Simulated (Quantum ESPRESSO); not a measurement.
# Ti (P6_3/mmc) in Quantum ESPRESSO: further runs

Runs on Ti. Level: LDA. Tasks: phonons.

Everything below comes from runs of Quantum ESPRESSO 7.5. Logs are shortened: lines on timing, memory, paths and dates and some standing lists are left out, and cuts for length are marked.

### 1 The crystal as given

It takes space group P6_3/mmc (No. 194, hexagonal). Conventional cell: a = 2.950 Å, b = 2.950 Å, c = 4.680 Å, α = 90.00°, β = 90.00°, γ = 120.00°. Ti (site symmetry -6m2) has 12 Ti at 2.89 to 2.95 Å as nearest neighbours.

### 2 Phonons, LDA

Contents of pw.in:

```
&CONTROL
  calculation = 'scf'
  prefix = 'pwscf'
  outdir = './tmp'
  pseudo_dir = './pseudo'
  tprnfor = .true.
  tstress = .true.
  disk_io = 'low'
/
&SYSTEM
  ibrav = 0
  celldm(1) = 8
  nat = 2
  ntyp = 1
  ecutwfc = 45
  ecutrho = 360
  nbnd = 19
  occupations = 'smearing'
  smearing = 'mv'
  degauss = 0.01469973
/
&ELECTRONS
  conv_thr = 4d-10
  electron_maxstep = 120
  mixing_beta = 0.5
/
ATOMIC_SPECIES
Ti    47.8670 ti_lda_v1.4.uspp.F.UPF
CELL_PARAMETERS alat
  0.6968365084558   0.0000000000000   0.0000000000000
 -0.3484182542279   0.6034781186156   0.0000000000000
  0.0000000000000   0.0000000000000   1.1054897829061
ATOMIC_POSITIONS crystal
Ti     0.6666666667    0.3333333333    0.7500000000
Ti     0.3333333333    0.6666666667    0.2500000000
K_POINTS automatic
10 10 6 0 0 0
```

Contents of relax.in:

```
&CONTROL
  calculation = 'vc-relax'
  prefix = 'pwscf'
  outdir = './tmp'
  pseudo_dir = './pseudo'
  tprnfor = .true.
  tstress = .true.
  disk_io = 'low'
  nstep = 40
  forc_conv_thr = 0.0001
  etot_conv_thr = 1d-06
/
&SYSTEM
  ibrav = 0
  celldm(1) = 8
  nat = 2
  ntyp = 1
  ecutwfc = 45
  ecutrho = 360
  nbnd = 19
  occupations = 'smearing'
  smearing = 'mv'
  degauss = 0.01469973
/
&ELECTRONS
  conv_thr = 4d-10
  electron_maxstep = 120
  mixing_beta = 0.5
/
&IONS
  ion_dynamics = 'bfgs'
/
&CELL
  cell_dynamics = 'bfgs'
  press = 0
  press_conv_thr = 0.2
/
ATOMIC_SPECIES
Ti    47.8670 ti_lda_v1.4.uspp.F.UPF
CELL_PARAMETERS alat
  0.6968365084558   0.0000000000000   0.0000000000000
 -0.3484182542279   0.6034781186156   0.0000000000000
  0.0000000000000   0.0000000000000   1.1054897829061
ATOMIC_POSITIONS crystal
Ti     0.6666666667    0.3333333333    0.7500000000
Ti     0.3333333333    0.6666666667    0.2500000000
K_POINTS automatic
10 10 6 0 0 0
```

Contents of scf2.in:

```
&CONTROL
  calculation = 'scf'
  prefix = 'pwscf'
  outdir = './tmp'
  pseudo_dir = './pseudo'
  tprnfor = .true.
  tstress = .true.
  disk_io = 'low'
/
&SYSTEM
  ibrav = 0
  celldm(1) = 8
  nat = 2
  ntyp = 1
  ecutwfc = 45
  ecutrho = 360
  nbnd = 19
  occupations = 'smearing'
  smearing = 'mv'
  degauss = 0.01469973
/
&ELECTRONS
  conv_thr = 1d-13
  electron_maxstep = 120
  mixing_beta = 0.5
  startingpot = 'file'
  startingwfc = 'file'
/
ATOMIC_SPECIES
Ti    47.8670 ti_lda_v1.4.uspp.F.UPF
CELL_PARAMETERS alat
  0.6769695856718   0.0000000000068   0.0000000000000
 -0.3384847928418   0.5862728587778   0.0000000000000
  0.0000000000000   0.0000000000000   1.0696168709186
ATOMIC_POSITIONS crystal
Ti     0.6666666666    0.3333333332    0.7500000000
Ti     0.3333333332    0.6666666666    0.2500000000
K_POINTS automatic
10 10 6 0 0 0
```

Contents of ph.in:

```
phonons of Ti
&INPUTPH
  prefix = 'pwscf'
  outdir = './tmp'
  tr2_ph = 1d-18
  fildyn = 'dyn'
  niter_ph = 90
  alpha_mix(1) = 0.4
/
0.0000000000 0.0000000000 0.0000000000
```

Contents of dynmat.in:

```
&INPUT
  fildyn = 'dyn'
  asr = 'crystal'
  filout = 'dynmat.disp'
  fileig = 'dynmat.eig'
/
```

Potentials or basis: GBRV 1.5 LDA.

Run with:

```sh
$ OMP_NUM_THREADS=1 mpirun -n 4 pw.x -nk 4 -in pw.in > pw.out
$ OMP_NUM_THREADS=1 mpirun -n 4 pw.x -nk 4 -in relax.in > relax.out
$ OMP_NUM_THREADS=1 mpirun -n 4 pw.x -nk 4 -in scf2.in > scf2.out
$ OMP_NUM_THREADS=1 mpirun -n 4 ph.x -nk 4 -in ph.in > ph.out
$ OMP_NUM_THREADS=1 mpirun -n 1 dynmat.x -in dynmat.in > dynmat.out
```

pw.out:

```text
This program is part of the open-source Quantum ESPRESSO suite
     for quantum simulation of materials; please cite
[... 6 lines left out ...]
     using ibrav=0 with symmetry is DISCOURAGED, use correct ibrav instead

     K-points division:     npool     =       4
     Subspace diagonalization in iterative solution of the eigenvalue problem:
     a serial algorithm will be used

     G-vector sticks info
     --------------------
     sticks:   dense  smooth     PW     G-vecs:    dense   smooth      PW
     Sum         769     379    121                27449     9715    1713

     Using Slab Decomposition

     bravais-lattice index     =            0
     lattice parameter (alat)  =       8.0000  a.u.
     unit-cell volume          =     238.0220 (a.u.)^3
     number of atoms/cell      =            2
     number of atomic types    =            1
     number of electrons       =        24.00
     number of Kohn-Sham states=           19
     kinetic-energy cutoff     =      45.0000  Ry
     charge density cutoff     =     360.0000  Ry
     scf convergence threshold =      4.0E-10
     mixing beta               =       0.5000
     number of iterations used =            8  plain     mixing
     Exchange-correlation=  SLA  PZ   NOGX NOGC
                           (   1   1   0   0   0   0   0)

     celldm(1)=   8.000000  celldm(2)=   0.000000  celldm(3)=   0.000000
     celldm(4)=   0.000000  celldm(5)=   0.000000  celldm(6)=   0.000000

     crystal axes: (cart. coord. in units of alat)
               a(1) = (   0.696837   0.000000   0.000000 )
               a(2) = (  -0.348418   0.603478   0.000000 )
               a(3) = (   0.000000   0.000000   1.105490 )

     reciprocal axes: (cart. coord. in units 2 pi/alat)
               b(1) = (  1.435057  0.828530 -0.000000 )
               b(2) = (  0.000000  1.657061  0.000000 )
               b(3) = (  0.000000 -0.000000  0.904576 )

     PseudoPot. # 1 for Ti read from file:
     ti_lda_v1.4.uspp.F.UPF
     Pseudo is Ultrasoft + core correction, Zval = 12.0
     Generated by new atomic code, or converted to UPF format
     Using radial grid of  851 points,  6 beta functions with:
                l(1) =   0
                l(2) =   0
                l(3) =   1
                l(4) =   1
                l(5) =   2
                l(6) =   2
     Q(r) pseudized with  6 coefficients,  rinner =    1.000   1.000   1.000
                                                       1.000   1.000

     atomic species   valence    mass     pseudopotential
     Ti               12.00    47.86700     Ti( 1.00)

     24 Sym. Ops., with inversion, found (12 have fractional translation)

   Cartesian axes

     site n.     atom                  positions (alat units)
         1        Ti     tau(   1) = (   0.3484183   0.2011594   0.8291173  )
         2        Ti     tau(   2) = (  -0.0000000   0.4023187   0.2763724  )

     number of k points=    56  Marzari-Vanderbilt smearing, width (Ry)=  0.0147
                       cart. coord. in units 2pi/alat
        k(    1) = (   0.0000000   0.0000000   0.0000000), wk =   0.0033333
        k(    2) = (   0.0000000   0.0000000   0.1507627), wk =   0.0066667
        k(    3) = (   0.0000000   0.0000000   0.3015255), wk =   0.0066667
        k(    4) = (   0.0000000   0.0000000  -0.4522882), wk =   0.0033333
        k(    5) = (   0.0000000   0.1657061   0.0000000), wk =   0.0200000
        k(    6) = (   0.0000000   0.1657061   0.1507627), wk =   0.0400000
[... 48 lines left out ...]
        k(   55) = (   0.4305171   0.7456774   0.3015255), wk =   0.0400000
        k(   56) = (   0.4305171   0.7456774  -0.4522882), wk =   0.0200000

     Dense  grid:    27449 G-vectors     FFT dimensions: (  36,  36,  54)

     Smooth grid:     9715 G-vectors     FFT dimensions: (  24,  24,  40)

     Check: negative core charge=   -0.000016

     Initial potential from superposition of free atoms

     starting charge      21.9999, renormalised to      24.0000

     negative rho (up, down):  1.730E-03 0.000E+00
     Starting wfcs are   20 randomized atomic wfcs

     Self-consistent Calculation

     iteration #  1     ecut=    45.00 Ry     beta= 0.50
     Davidson diagonalization with overlap
     ethr =  1.00E-02,  avg # of iterations =  3.6

     negative rho (up, down):  1.895E-03 0.000E+00

     total energy              =    -238.15596417 Ry
     estimated scf accuracy    <       1.26093312 Ry

     iteration #  2     ecut=    45.00 Ry     beta= 0.50
     Davidson diagonalization with overlap
     ethr =  5.25E-03,  avg # of iterations =  2.6

     negative rho (up, down):  1.457E-03 0.000E+00

     total energy              =    -238.46721233 Ry
     estimated scf accuracy    <       0.01311391 Ry

     iteration #  3     ecut=    45.00 Ry     beta= 0.50
     Davidson diagonalization with overlap
     ethr =  5.46E-05,  avg # of iterations =  4.2

     negative rho (up, down):  9.877E-04 0.000E+00

     total energy              =    -238.47056835 Ry
     estimated scf accuracy    <       0.00315177 Ry

     iteration #  4     ecut=    45.00 Ry     beta= 0.50
     Davidson diagonalization with overlap
     ethr =  1.31E-05,  avg # of iterations =  3.9
[... 55 lines left out ...]
     negative rho (up, down):  9.709E-04 0.000E+00

     total energy              =    -238.47207238 Ry
     estimated scf accuracy    <       0.00000002 Ry

     iteration # 11     ecut=    45.00 Ry     beta= 0.50
     Davidson diagonalization with overlap
     ethr =  6.68E-11,  avg # of iterations =  2.0

     negative rho (up, down):  9.710E-04 0.000E+00

     total energy              =    -238.47207237 Ry
     estimated scf accuracy    <          4.2E-09 Ry

     iteration # 12     ecut=    45.00 Ry     beta= 0.50
     Davidson diagonalization with overlap
     ethr =  1.76E-11,  avg # of iterations =  3.3

     negative rho (up, down):  9.710E-04 0.000E+00

     End of self-consistent calculation

          k = 0.0000 0.0000 0.0000 (  1201 PWs)   bands (ev):

   -43.4120 -43.2765 -20.3114 -19.6768 -19.6768 -19.6144 -19.5778 -19.5778
     6.7535  10.2042  13.5925  13.5925  13.6589  13.6998  14.0788  14.0788
    14.4185  14.4185  15.9314

          k = 0.0000 0.0000 0.1508 (  1195 PWs)   bands (ev):

   -43.4030 -43.2857 -20.2664 -19.6702 -19.6702 -19.6629 -19.5844 -19.5844
     6.9838  10.0777  13.2937  13.4984  13.4984  13.5763  13.9596  13.9596
    14.6588  14.6588  15.9384

          k = 0.0000 0.0000 0.3015 (  1195 PWs)   bands (ev):

   -43.3785 -43.3107 -20.1423 -19.7941 -19.6521 -19.6521 -19.6026 -19.6026
     7.6373   9.5343  12.8644  13.2627  13.4225  13.4225  13.7097  13.7097
    15.1301  15.1301  15.8590

          k = 0.0000 0.0000-0.4523 (  1194 PWs)   bands (ev):

   -43.3447 -43.3447 -19.9700 -19.9700 -19.6274 -19.6274 -19.6274 -19.6274
     8.5844   8.5844  12.9295  12.9295  13.4980  13.4980  13.4980  13.4980
    15.5788  15.5788  15.5788

          k = 0.0000 0.1657 0.0000 (  1195 PWs)   bands (ev):

   -43.4023 -43.2727 -20.2899 -19.7208 -19.6914 -19.6235 -19.6234 -19.5836
     7.0299  10.4205  13.1583  13.1894  13.7873  13.9151  14.0331  14.2520
    14.2690  14.2715  16.0080
[... 69 lines left out ...]
   -43.3093 -43.2500 -20.0999 -20.0556 -19.9842 -19.8051 -19.7529 -19.6419
     9.9893  10.9759  11.1851  12.2507  13.3795  13.5219  13.8333  15.8473
    16.0448  16.1420  16.3222

          k = 0.0000 0.6628 0.1508 (  1217 PWs)   bands (ev):

   -43.3054 -43.2540 -20.1594 -20.0354 -19.9588 -19.7943 -19.7379 -19.6529
     9.9815  10.9076  11.4048  12.1492  13.5165  13.6299  13.8549  15.8079
    15.8786  16.0588  16.2721

          k = 0.0000 0.6628 0.3015 (  1215 PWs)   bands (ev):

   -43.2945 -43.2649 -20.1922 -20.1113 -19.8535 -19.7647 -19.7323 -19.6831
    10.0595  10.6690  11.7416  12.2176  13.5625  13.9112  14.0443  15.2087
    15.9575  15.9931  16.1800

          k = 0.0000 0.6628-0.4523 (  1202 PWs)   bands (ev):

   -43.2797 -43.2797 -20.1733 -20.1733 -19.7708 -19.7708 -19.7240 -19.7240
    10.3107  10.3107  12.0986  12.0986  13.8201  13.8201  14.5109  14.5109
    16.0676  16.0676  16.4068

          k = 0.0000-0.8285 0.0000 (  1216 PWs)   bands (ev):

   -43.2948 -43.2508 -20.1449 -20.0243 -20.0100 -19.8178 -19.7860 -19.6493
    10.5454  10.7305  11.0330  12.2794  13.2954  13.4452  13.9893  16.1335
    16.3403  16.3611  17.1602

          k = 0.0000-0.8285 0.1508 (  1212 PWs)   bands (ev):

   -43.2919 -43.2537 -20.1865 -20.0691 -19.9445 -19.8067 -19.7635 -19.6607
    10.3141  10.7533  11.4821  11.9660  13.4432  13.8723  13.9011  15.9784
    16.2098  16.3490  16.8711

          k = 0.0000-0.8285 0.3015 (  1212 PWs)   bands (ev):

   -43.2838 -43.2618 -20.2217 -20.1494 -19.8448 -19.7761 -19.7447 -19.6919
    10.2022  10.6332  11.8085  12.0430  13.7637  13.8710  14.4657  15.3027
    16.2234  16.3153  16.3452

          k = 0.0000-0.8285-0.4523 (  1224 PWs)   bands (ev):

   -43.2728 -43.2728 -20.2085 -20.2085 -19.7711 -19.7711 -19.7341 -19.7341
    10.3468  10.3468  12.0433  12.0433  14.1942  14.1942  14.5267  14.5267
    16.2689  16.2689  16.5851

          k = 0.1435 0.2486 0.0000 (  1200 PWs)   bands (ev):

   -43.3843 -43.2661 -20.2492 -19.7895 -19.7475 -19.6775 -19.6420 -19.6026
     7.5584  10.7963  12.5566  12.7637  13.7274  13.8823  14.1856  14.2389
    14.2393  14.6402  16.0889

          k = 0.1435 0.2486 0.1508 (  1206 PWs)   bands (ev):

   -43.3765 -43.2741 -20.2161 -19.7772 -19.7651 -19.7059 -19.6356 -19.6107
     7.7672  10.7061  12.3089  12.8098  13.5917  13.7932  13.9061  14.3223
    14.6065  14.7434  16.0548

          k = 0.1435 0.2486 0.3015 (  1203 PWs)   bands (ev):

   -43.3550 -43.2959 -20.1245 -19.8627 -19.7443 -19.7005 -19.6508 -19.6322
     8.3625  10.1677  12.1980  12.9091  13.1645  13.6344  13.8265  14.1277
    15.0672  15.2123  15.8872

          k = 0.1435 0.2486-0.4523 (  1206 PWs)   bands (ev):

   -43.3255 -43.3255 -19.9963 -19.9963 -19.7047 -19.7047 -19.6577 -19.6577
     9.2402   9.2402  12.5343  12.5343  13.3127  13.3127  13.9173  13.9173
    15.5335  15.5335  15.8067

          k = 0.1435 0.4143 0.0000 (  1211 PWs)   bands (ev):
[... 145 lines left out ...]
   -43.2737 -43.2566 -20.0611 -19.9704 -19.9345 -19.9201 -19.8474 -19.8117
    11.1915  11.2992  11.5607  11.6091  12.9817  13.1874  14.2343  15.6585
    16.0601  16.0775  18.1021

          k = 0.4305 0.7457 0.1508 (  1224 PWs)   bands (ev):

   -43.2725 -43.2578 -20.0616 -20.0520 -19.9766 -19.8580 -19.8134 -19.7820
    11.2213  11.3320  11.6012  11.7321  12.9664  13.0279  14.2107  15.6386
    15.7503  16.1118  18.2819

          k = 0.4305 0.7457 0.3015 (  1222 PWs)   bands (ev):

   -43.2694 -43.2608 -20.1168 -20.1014 -19.9763 -19.8762 -19.7494 -19.7206
    11.2932  11.3638  11.7802  12.0164  12.6993  12.8649  14.2220  14.9919
    15.8187  16.1326  18.5902

          k = 0.4305 0.7457-0.4523 (  1228 PWs)   bands (ev):

   -43.2651 -43.2651 -20.1332 -20.1332 -19.9282 -19.9282 -19.7081 -19.7081
    11.3511  11.3511  12.0551  12.0551  12.6446  12.6446  14.4509  14.4509
    16.0028  16.0028  18.9655

     the Fermi energy is    12.8464 ev

!    total energy              =    -238.47207238 Ry
     estimated scf accuracy    <          1.1E-10 Ry
     smearing contrib. (-TS)   =      -0.00070790 Ry
     internal energy E=F+TS    =    -238.47136448 Ry

     The total energy is F=E-TS. E is the sum of the following terms:
     one-electron contribution =     -82.61143823 Ry
     hartree contribution      =      48.87864451 Ry
     xc contribution           =     -35.65649277 Ry
     ewald contribution        =    -169.08207799 Ry

     convergence has been achieved in  12 iterations

     negative rho (up, down):  9.710E-04 0.000E+00

     Forces acting on atoms (cartesian axes, Ry/au):

     atom    1 type  1   force =     0.00000000   -0.00000000    0.00000000
     atom    2 type  1   force =     0.00000000    0.00000000    0.00000000

     Total force =     0.000000     Total SCF correction =     0.000000

     Computing stress (Cartesian axis) and pressure

     negative rho (up, down):  9.710E-04 0.000E+00
          total   stress  (Ry/bohr**3)                   (kbar)     P=      -97.84
  -0.00065024  -0.00000000  -0.00000000          -95.65       -0.00       -0.00
  -0.00000000  -0.00065024   0.00000000           -0.00      -95.65        0.00
  -0.00000000  -0.00000000  -0.00069486           -0.00       -0.00     -102.22

=------------------------------------------------------------------------------=
   JOB DONE.
=------------------------------------------------------------------------------=
```

Run time: 4.9 min. Hardware: 4 MPI ranks of Intel Xeon at 2.50GHz (Skylake/Cascade Lake), shared host; peak memory 0.36 GiB.

Results:

| Quantity | Value |
| --- | --- |
| Free energy | -3244.6775 eV |
| Relaxed volume | 16.10 Å³/atom |
| Relaxed cell | a = 2.866 Å, b = 2.866 Å, c = 4.528 Å, α = 90.00°, β = 90.00°, γ = 120.00° |
| Space group after relaxing (to 0.05 Å) | P6_3/mmc (No. 194) |
| Pressure after relaxing | 0.0 GPa |
| Band gap on the k mesh | none (metal or under the smearing width) |
| Highest phonon frequency at Γ | 212 cm⁻¹ |

Step by step:
| step | energy change (eV) | largest force (eV/Å) | pressure (GPa) | volume (Å³) |
| --- | --- | --- | --- | --- |
| 1 | 0.0000 | 0.0000 | -9.78 | 35.27 |
| 2 | -0.0796 | 0.0000 | -4.77 | 33.54 |
| 3 | -0.0995 | 0.0000 | 0.67 | 32.04 |
| 4 | -0.0999 | 0.0000 | -0.03 | 32.22 |
| 5 | -0.0999 | 0.0000 | 0.00 | 32.21 |
| 6 | -0.0999 | 0.0000 | 0.01 | 32.21 |
| 7 | -0.0999 | 0.0000 | 0.01 | 32.21 |

Final structure:
```
CELL_PARAMETERS angstrom
2.86590 0.00000 0.00000
-1.43295 2.48194 0.00000
0.00000 0.00000 4.52813
ATOMIC_POSITIONS crystal
Ti 0.66667 0.33333 0.75000
Ti 0.33333 0.66667 0.25000
```

Phonon frequencies in cm⁻¹ (negative: imaginary):
| q point | frequencies |
| --- | --- |
| (0.000, 0.000, 0.000) | -10 -10 -5 114 114 212 |

Optical modes at Γ, degenerate ones joined:
```tsv
cm⁻¹	components	symmetry	active in
114	2	E2g	Raman
212	1	B1g	silent
```

Caveat: the mesh is thin for the phonons of a metal.

(Continued in part 2 of 2.)
